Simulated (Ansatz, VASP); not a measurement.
AgCl in VASP and in Ansatz

```xyz
2
Lattice="0.0000 2.9932 2.9932 2.9094 0.0000 2.9932 2.9094 2.9932 0.0000" Properties=species:S:1:pos:R:3 pbc="T T T"
Ag    0.0000    0.0000    0.0000
Cl    1.4547    1.4966    1.4966
```

Change from the starting cell: uniaxial_x strain -2.8%.

Alike in both runs: task single point; functional PBE; k mesh 8 × 8 × 8; occupations fermi-dirac, width 0.02 eV; no spin polarisation.

|  | VASP | Ansatz |
| --- | --- | --- |
| version | VASP 6.6.1 | Ansatz 0.2.0 |
| potentials or method | VASP PAW PBE potentials, release 64 (Ag, Cl) | plane waves, PAW |
| plane-wave cutoff (eV) | 520 | 420 |
| valence electrons in the cell | 18 | 26 |

VASP gave:

```
gap on the k mesh at the Fermi level (eV) : 1.19
pressure (GPa)                            : 2.1
```

Task: What did Ansatz give for the same quantities?

Result: gap on the k mesh at the Fermi level (eV): 1.19; pressure (GPa): 2.3.

The two sets of potentials don't hold the same shells in valence.
